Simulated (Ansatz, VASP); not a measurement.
## One calculation of Mo, 3 ways

The starting cell:

```
CELL_PARAMETERS angstrom
-1.58381 1.58381 1.58381
1.58381 -1.58381 1.58381
1.58381 1.58381 -1.58381
ATOMIC_POSITIONS crystal
Mo 0.00000 0.00000 0.00000
```

Alike in all runs: task relaxation of cell and atoms; functional BLYP; k mesh 12 × 12 × 12; occupations fermi-dirac, width 0.05 eV; no spin polarisation; no spin-orbit coupling.

```csv
program and potentials,plane-wave cutoff (eV),notes,equilibrium volume (Å³/atom)
"Ansatz, Ansatz PAW",420,"potentials made for PBE, which Ansatz adapts in part",16.40
"VASP, PBE PAW files Mo_sv, 600 eV",600,potentials made for PBE,16.46
"Ansatz, all-electron LAPW, scalar-relativistic",-,-,16.40
```

The equilibrium volume spans 16.40 (Ansatz, Ansatz PAW) to 16.46 Å³/atom (VASP, PBE PAW files Mo_sv, 600 eV), with all-electron results at 16.40. Some sets were made for another functional than the one run, which can shift their rows. Relaxations stop with a little pressure left, so the last digit of a volume isn't settled.

The functional is the same throughout but for its coding, so the spread measures potentials, basis and numerics; runs on potential files found faulty are left out.
